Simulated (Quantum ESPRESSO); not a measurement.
Input of a Quantum ESPRESSO 7.5 run:

File pw.in:

```
&CONTROL
  calculation = 'scf'
  prefix = 'pwscf'
  outdir = './tmp'
  pseudo_dir = './pseudo'
  tprnfor = .true.
  tstress = .true.
  disk_io = 'low'
/
&SYSTEM
  ibrav = 0
  nat = 2
  ntyp = 2
  ecutwfc = 56
  ecutrho = 448
  nbnd = 19
  occupations = 'smearing'
  smearing = 'fd'
  degauss = 0.00367493
/
&ELECTRONS
  conv_thr = 4d-10
  electron_maxstep = 120
  mixing_beta = 0.5
/
ATOMIC_SPECIES
Ga    69.7230 ga_pbesol_v1.4.uspp.F.UPF
N     14.0070 n_pbesol_v1.2.uspp.F.UPF
CELL_PARAMETERS angstrom
   0.0000000000    2.2535006075    2.2535006075
   2.2535006075    0.0000000000    2.2535006075
   2.2535006075    2.2535006075    0.0000000000
ATOMIC_POSITIONS crystal
Ga     0.0000000000    0.0000000000    0.0000000000
N      0.2500000000    0.2500000000    0.2500000000
K_POINTS automatic
10 10 10 0 0 0
```

pp_density.in

```
&INPUTPP
  prefix = 'pwscf'
  outdir = './tmp'
  filplot = 'density.dat'
  plot_num = 0
/
&PLOT
  nfile = 1
  filepp(1) = 'density.dat'
  iflag = 3
  output_format = 6
  fileout = 'density.cube'
/
```

Contents of pp_potential.in:

```
&INPUTPP
  prefix = 'pwscf'
  outdir = './tmp'
  filplot = 'potential.dat'
  plot_num = 11
/
&PLOT
  nfile = 1
  filepp(1) = 'potential.dat'
  iflag = 3
  output_format = 6
  fileout = 'potential.cube'
/
```

Potentials or basis: GBRV 1.5 PBEsol.

The run is started by

```sh
$ OMP_NUM_THREADS=1 mpirun -n 2 pw.x -nk 2 -in pw.in > pw.out
$ OMP_NUM_THREADS=1 mpirun -n 1 pp.x -in pp_density.in > pp_density.out
$ OMP_NUM_THREADS=1 mpirun -n 1 pp.x -in pp_potential.in > pp_potential.out
```

**Question.** What does it give for the band gap on the k mesh?

**Answer.** 1.69 eV, direct.

**Question.** Predict the pressure.

**Answer.** -0.7 GPa.

**The experiment to reproduce.**

From a printed reference work, textbook, for a bulk crystal of GaN at 0 K: band gap 3.299 eV (direct).

Measured gap of GaN: 3.299 eV (direct; 0 K; a printed reference work, textbook). This calculation gives 1.69 eV (-1.61 eV). Spin-orbit coupling on Ga is left out. The value is that of PBEsol, without temperature or zero-point motion. Semilocal functionals fall short of measured gaps as a rule. The cell is a database's relaxed one, not the measured one, which moves gaps too.
